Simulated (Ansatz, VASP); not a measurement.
## One calculation of LiF, two programs

The input INCAR:

```
PREC = Accurate
ENCUT = 520
EDIFF = 1E-6
ISMEAR = 0
SIGMA = 0.1
LREAL = F
LASPH = T
NELM = 150
ALGO = Normal
ISIF = 2
LWAVE = F
LCHARG = F
ISPIN = 2
MAGMOM = 0 0
LORBIT = 11
GGA = PE
NBANDS = 16
```

File KPOINTS:

```
regular mesh
0
Gamma
  2 2 2
```

Contents of POSCAR:

```
LiF
1.0
    0.0000000000      2.0417135738      2.0417135738
    2.0417135738      0.0000000000      2.0417135738
    2.0417135738      2.0417135738      0.0000000000
Li F
1 1
Direct
    0.8230000000      0.9680000000      0.5180000000
    1.3230000000      1.4680000000      1.0180000000
```

Input for Ansatz:

```yaml
crystal:
  lattice:
    - [0.0, 2.0417135738, 2.0417135738]
    - [2.0417135738, 0.0, 2.0417135738]
    - [2.0417135738, 2.0417135738, 0.0]
  atoms:
    - { symbol: Li, position: [0.823, 0.968, 0.518] }
    - { symbol: F, position: [1.323, 1.468, 1.018] }
basis:
  ecutwfc: "38 Ry"
kpoints:
  mp_grid: { grid: [2, 2, 2] }
hamiltonian:
  xc: pbe
scf:
  occupations: { method: gaussian, width: 0.1 }
output:
  forces: true
  stress: true
  eigenvalues: true
magnetization:
  spin_polarized: true
  initial_magnetization: 1.0
```

Alike in both runs: task single point; functional PBE; k mesh 2 × 2 × 2; occupations gaussian, width 0.1 eV; collinear spin.

```csv
,VASP,Ansatz
version,VASP 6.6.1,Ansatz 0.2.0
potentials or method,"VASP PAW PBE potentials, release 64 (Li_sv, F)","scalar-relativistic, plane waves, PAW"
plane-wave cutoff (eV),520,517
valence electrons in the cell,10,10
```

|  | VASP | Ansatz | Ansatz less VASP |
| --- | --- | --- | --- |
| gap on the k mesh at the Fermi level (eV) | 8.58 | 8.58 | -0.001 |
| least direct gap on the mesh (eV) | 8.58 | 8.58 | -0.001 |
| net moment per atom (μB) | 0.00 | 0.00 | 0.000 |

Ansatz warned: «seeded_moment_not_kept».

Caveats: the k mesh is coarse (spacing up to 1.33 Å⁻¹), so the values aren't converged.
